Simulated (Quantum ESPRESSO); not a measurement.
Here is a Quantum ESPRESSO 7.5 calculation.

The input pw.in:

```
&CONTROL
  calculation = 'scf'
  prefix = 'pwscf'
  outdir = './tmp'
  pseudo_dir = './pseudo'
  tprnfor = .true.
  tstress = .true.
  disk_io = 'low'
/
&SYSTEM
  ibrav = 0
  celldm(1) = 8
  nat = 6
  ntyp = 2
  ecutwfc = 45
  ecutrho = 360
  nbnd = 24
  occupations = 'smearing'
  smearing = 'fd'
  degauss = 0.00367493
/
&ELECTRONS
  conv_thr = 1.2d-09
  electron_maxstep = 120
  mixing_beta = 0.5
/
ATOMIC_SPECIES
Si    28.0850 si_lda_v1.uspp.F.UPF
O     15.9990 o_lda_v1.2.uspp.F.UPF
CELL_PARAMETERS alat
  0.9999412561570   0.0000000000000   0.0000000000000
  0.0000000000000   0.9999412561570   0.0000000000000
  0.0000000000000   0.0000000000000   0.6362459835061
ATOMIC_POSITIONS crystal
Si     0.0000000000    0.0000000000    0.0000000000
Si     0.5000000000    0.5000000000    0.5000000000
O      0.8068390000    0.1931610000    0.5000000000
O      0.3068390000    0.3068390000    0.0000000000
O      0.1931610000    0.8068390000    0.5000000000
O      0.6931610000    0.6931610000    0.0000000000
K_POINTS automatic
6 6 10 0 0 0
```

bands.in

```
&CONTROL
  calculation = 'bands'
  prefix = 'pwscf'
  outdir = './tmp'
  pseudo_dir = './pseudo'
  disk_io = 'low'
  verbosity = 'high'
/
&SYSTEM
  ibrav = 0
  celldm(1) = 8
  nat = 6
  ntyp = 2
  ecutwfc = 45
  ecutrho = 360
  nbnd = 24
  occupations = 'smearing'
  smearing = 'fd'
  degauss = 0.00367493
/
&ELECTRONS
  conv_thr = 1d-08
  electron_maxstep = 120
  mixing_beta = 0.5
  diago_full_acc = .true.
  startingwfc = 'random'
/
ATOMIC_SPECIES
Si    28.0850 si_lda_v1.uspp.F.UPF
O     15.9990 o_lda_v1.2.uspp.F.UPF
CELL_PARAMETERS alat
  0.9999412561570   0.0000000000000   0.0000000000000
  0.0000000000000   0.9999412561570   0.0000000000000
  0.0000000000000   0.0000000000000   0.6362459835061
ATOMIC_POSITIONS crystal
Si     0.0000000000    0.0000000000    0.0000000000
Si     0.5000000000    0.5000000000    0.5000000000
O      0.8068390000    0.1931610000    0.5000000000
O      0.3068390000    0.3068390000    0.0000000000
O      0.1931610000    0.8068390000    0.5000000000
O      0.6931610000    0.6931610000    0.0000000000
K_POINTS crystal
60
 0.0000000000  0.0000000000  0.0000000000 1
 0.0000000000  0.1250000000  0.0000000000 1
 0.0000000000  0.2500000000  0.0000000000 1
 0.0000000000  0.3750000000  0.0000000000 1
 0.0000000000  0.5000000000  0.0000000000 1
 0.1250000000  0.5000000000  0.0000000000 1
 0.2500000000  0.5000000000  0.0000000000 1
 0.3750000000  0.5000000000  0.0000000000 1
 0.5000000000  0.5000000000  0.0000000000 1
 0.4285714286  0.4285714286  0.0000000000 1
 0.3571428571  0.3571428571  0.0000000000 1
 0.2857142857  0.2857142857  0.0000000000 1
 0.2142857143  0.2142857143  0.0000000000 1
 0.1428571429  0.1428571429  0.0000000000 1
 0.0714285714  0.0714285714  0.0000000000 1
 0.0000000000  0.0000000000  0.0000000000 1
 0.0000000000  0.0000000000  0.0625000000 1
 0.0000000000  0.0000000000  0.1250000000 1
 0.0000000000  0.0000000000  0.1875000000 1
 0.0000000000  0.0000000000  0.2500000000 1
 0.0000000000  0.0000000000  0.3125000000 1
 0.0000000000  0.0000000000  0.3750000000 1
 0.0000000000  0.0000000000  0.4375000000 1
 0.0000000000  0.0000000000  0.5000000000 1
 0.0000000000  0.1000000000  0.5000000000 1
 0.0000000000  0.2000000000  0.5000000000 1
 0.0000000000  0.3000000000  0.5000000000 1
 0.0000000000  0.4000000000  0.5000000000 1
 0.0000000000  0.5000000000  0.5000000000 1
 0.1000000000  0.5000000000  0.5000000000 1
 0.2000000000  0.5000000000  0.5000000000 1
 0.3000000000  0.5000000000  0.5000000000 1
 0.4000000000  0.5000000000  0.5000000000 1
 0.5000000000  0.5000000000  0.5000000000 1
 0.4285714286  0.4285714286  0.5000000000 1
 0.3571428571  0.3571428571  0.5000000000 1
 0.2857142857  0.2857142857  0.5000000000 1
 0.2142857143  0.2142857143  0.5000000000 1
 0.1428571429  0.1428571429  0.5000000000 1
 0.0714285714  0.0714285714  0.5000000000 1
 0.0000000000  0.0000000000  0.5000000000 1
 0.0000000000  0.5000000000  0.0000000000 1
 0.0000000000  0.5000000000  0.0625000000 1
 0.0000000000  0.5000000000  0.1250000000 1
 0.0000000000  0.5000000000  0.1875000000 1
 0.0000000000  0.5000000000  0.2500000000 1
 0.0000000000  0.5000000000  0.3125000000 1
 0.0000000000  0.5000000000  0.3750000000 1
 0.0000000000  0.5000000000  0.4375000000 1
 0.0000000000  0.5000000000  0.5000000000 1
 0.5000000000  0.5000000000  0.0000000000 1
 0.5000000000  0.5000000000  0.0555555556 1
 0.5000000000  0.5000000000  0.1111111111 1
 0.5000000000  0.5000000000  0.1666666667 1
 0.5000000000  0.5000000000  0.2222222222 1
 0.5000000000  0.5000000000  0.2777777778 1
 0.5000000000  0.5000000000  0.3333333333 1
 0.5000000000  0.5000000000  0.3888888889 1
 0.5000000000  0.5000000000  0.4444444444 1
 0.5000000000  0.5000000000  0.5000000000 1
```

Potentials or basis: GBRV 1.5 LDA.

The run is started by

```bash
$ OMP_NUM_THREADS=1 mpirun -n 2 pw.x -nk 2 -in pw.in > pw.out
$ OMP_NUM_THREADS=1 mpirun -n 2 pw.x -nk 2 -in bands.in > bands.out
```

(1) What does it give for the largest force?

(2) Predict the pressure.

(3) Estimate the band gap along the path.

(4) Estimate the band gap on the k mesh.

Answers

(1) 0.119 eV/Å.

(2) -13.5 GPa.

(3) 5.05 eV, direct.

(4) 5.05 eV, direct.
